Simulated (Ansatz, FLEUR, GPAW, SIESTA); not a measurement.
## One calculation of MgS, 5 ways

```
S Mg
1.0
     0.00000    2.83312    2.83312
     2.83312    0.00000    2.83312
     2.83312    2.83312    0.00000
S Mg
1 1
Direct
  0.25000 0.25000 0.25000
  0.00000 0.00000 0.00000
```

The cell comes from a database or a generator and needn't be the stable form of this composition.

Alike in all runs: task equation of state; functional LDA; k mesh 8 × 8 × 8; occupations fermi-dirac, width 0.05 eV; no spin polarisation; no spin-orbit coupling. LDA stands for any of its common fits.

```csv
program and potentials,plane-wave cutoff (eV),notes,equilibrium volume (Å³/atom),bulk modulus (GPa)
"Ansatz, Ansatz PAW",420,"potentials made for PBE, which Ansatz adapts in part",21.88,61.5
"FLEUR, all-electron, FLAPW",-,-,21.88,61.6
"SIESTA, files PseudoDojo sr-lda-0.4.1-standard, DZP (energy shift 0.003 Ry; two zetas on semicore shells)",-,atomic basis,22.60,58.4
"GPAW, the program's PAW data sets (release 1.2.1) made for this functional",800,-,21.89,61.6
"Ansatz, all-electron LAPW, scalar-relativistic",-,-,21.89,61.5
```

The equilibrium volume spans 21.88 (FLEUR, all-electron, FLAPW) to 22.60 Å³/atom (SIESTA, files PseudoDojo sr-lda-0.4.1-standard, DZP (energy shift 0.003 Ry; two zetas on semicore shells)), with all-electron results at 21.88 to 21.89. The bulk modulus spans 58.4 (SIESTA, files PseudoDojo sr-lda-0.4.1-standard, DZP (energy shift 0.003 Ry; two zetas on semicore shells)) to 61.6 GPa (FLEUR, all-electron, FLAPW), with all-electron results at 61.5 to 61.6. Rows in atomic bases carry the error of their basis and grid, which can be large.

Differences between rows come from potentials, basis sets and numerical settings, since the functional is the same but for its coding. Runs on potential files found faulty are left out.

The coordinates describe zinc-blende MgS, with each ion tetrahedrally coordinated, whereas the stable form under ambient conditions is rock salt. The volumes and bulk moduli therefore shouldn't be compared with measurements on ordinary MgS, which is denser and stiffer because its ions are sixfold coordinated. The modest stiffness found here fits an open network held together by strongly polar bonds between Mg and the large, polarisable sulfide ion.

Four of the five rows agree almost exactly, so the LDA result for this structure is well established. SIESTA alone gives a larger cell, at 22.60 Å³/atom, and a lower bulk modulus, 58.4 GPa. The two deviations belong together, since a lattice with longer bonds generally resists compression less. Too little variational freedom for the diffuse sulfide charge as the cell is compressed could produce both, but the pseudopotentials may contribute as well. The close agreement among the other rows says nothing about the error of LDA itself, which usually overbinds and so probably makes the cell somewhat too small.
